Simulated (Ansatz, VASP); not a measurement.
## BeTe: VASP beside Ansatz

File INCAR:

```
SYSTEM = BeTe
PREC     = Accurate       ! precision mode
ENCUT    = 520            ! plane-wave cutoff, eV
EDIFF    = 1E-6           ! SCF threshold, eV
ISMEAR   = 0              ! smearing method
SIGMA    = 0.02           ! smearing width, eV
LREAL    = .FALSE.        ! projectors in reciprocal space
LASPH    = .TRUE.         ! aspherical terms in the spheres
NELM     = 60             ! most SCF steps
ALGO     = Normal         ! electronic algorithm
ISIF     = 2              ! what is computed and relaxed
LWAVE    = .FALSE.        ! write WAVECAR
LCHARG   = .TRUE.         ! write CHGCAR
GGA      = PE             ! functional
LELF     = .TRUE.         ! ELF
LVHAR    = .TRUE.       
NBANDS   = 11             ! bands
```

KPOINTS

```
regular mesh
0
G
  8 8 8
  0 0 0
```

The input POSCAR:

```
BeTe
1.0
    0.0000000000      2.8318743745      2.8318743745
    2.8318743745      0.0000000000      2.8318743745
    2.8318743745      2.8318743745      0.0000000000
Be Te
1 1
Direct
    0.0000000000      0.0000000000      0.0000000000
    0.2500000000      0.2500000000      0.2500000000
```

Input for Ansatz:

```yaml
crystal:
  lattice:
    - [0.0, 2.8318743745, 2.8318743745]
    - [2.8318743745, 0.0, 2.8318743745]
    - [2.8318743745, 2.8318743745, 0.0]
  atoms:
    - { symbol: Be, position: [0.0, 0.0, 0.0] }
    - { symbol: Te, position: [0.25, 0.25, 0.25] }
basis:
  ecutwfc: 420
kpoints:
  mp_grid: { grid: [8, 8, 8] }
  band_path:
    path:
      - [[0.0, 0.0, 0.0], [-0.5, -0.5, 0.0], [-0.375, -0.375, 0.25]]
      - [[-0.375, 0.0, 0.375], [0.0, 0.0, 0.0], [0.0, 0.0, 0.5], [-0.5, -0.25, 0.25], [-0.5, -0.5, 0.0]]
    npoints: 14
hamiltonian:
  xc: pbe
scf:
  occupations: { method: gaussian, width: 0.02 }
  n_extra_bands: 6
output:
  forces: true
  stress: true
  eigenvalues: true
  populations: true
  dos: { projected: true, de: 0.02, nscf_kmesh: { grid: [12, 12, 12] } }
  bader: true
  write_density: true
  write_potential: true
  elf: true
  volumetric_format: npy
```

Alike in both runs: task single point; functional PBE; k mesh 8 × 8 × 8; occupations gaussian, width 0.02 eV; no spin polarisation.

|  | VASP | Ansatz |
| --- | --- | --- |
| version | VASP 6.6.1 | Ansatz 0.2.0 |
| potentials or method | VASP PAW PBE potentials, release 64 (Be, Te) | scalar-relativistic, plane waves, PAW |
| plane-wave cutoff (eV) | 520 | 420 |
| valence electrons in the cell | 8 | 18 |

VASP gave:

```
gap on the k mesh at the Fermi level (eV) : 2.01
least direct gap on the mesh (eV)         : 3.62
pressure (GPa)                            : 0.1
```

Question: What did Ansatz give for the same quantities?

Answer: gap on the k mesh at the Fermi level (eV): 2.03; least direct gap on the mesh (eV): 3.64; pressure (GPa): 0.0.

With one functional, cell and mesh, what is left measures potentials, basis and numerics. The two sets of potentials don't hold the same shells in valence.

Caveats: spin-orbit coupling is left out, which moves the levels of the heavy elements. A k mesh can miss the band edges. PBE gaps usually lie below the measured ones, often by a third to a half.
